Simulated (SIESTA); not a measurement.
## Ta under changes of volume

One of the cells (18.010 Å³/atom); the others are scaled copies at fixed shape and fractional positions:

```
CELL_PARAMETERS angstrom
-1.65128 1.65128 1.65128
1.65128 -1.65128 1.65128
1.65128 1.65128 -1.65128
ATOMIC_POSITIONS crystal
Ta 0.00000 0.00000 0.00000
```

* Program: SIESTA 5.4.2
* Functional: LDA
* Potentials or basis: PseudoDojo 0.4 standard (LDA files)
* Basis: DZP (energy shift 0.003 Ry; two zetas on semicore shells)
* Grid cutoff: 800 Ry
* Energy shift: 0.003 Ry
* k mesh: 11 × 11 × 11
* Occupations: fermi-dirac, width 0.05 eV
* Spin: no spin polarisation

| volume (Å³/atom) | energy over the lowest point (meV/atom) | pressure (GPa) |
| --- | --- | --- |
| 16.930 | 2.76 | 3.8 |
| 17.290 | 0.00 | -1.3 |
| 17.650 | 8.29 | -5.9 |
| 18.010 | 26.56 | -10.0 |
| 18.371 | 53.59 | -13.6 |
| 18.731 | 88.46 | -16.9 |
| 19.091 | ? | ? |

**Question.** What does the run at 19.091 Å³/atom give?

**Answer.** Energy over the lowest point 130.12 meV/atom; pressure -19.8 GPa.

Worked out: A Birch-Murnaghan fit of order 3 (a polynomial in V^(-2/3)) to the other rows has its minimum at 17.19 Å³/atom with B0 = V·E''(V) = 243 GPa and B' = 4.6. It gives 130.26 meV/atom at 19.091 Å³/atom, against the run's 130.12, and -dE/dV = -20.0 GPa, against -19.8.

Energies are extrapolated to zero smearing.

Caveats: short orbitals over semicore shells can move pressures by several GPa; the basis of atomic orbitals isn't converged, which shifts pressures, moduli and gaps.
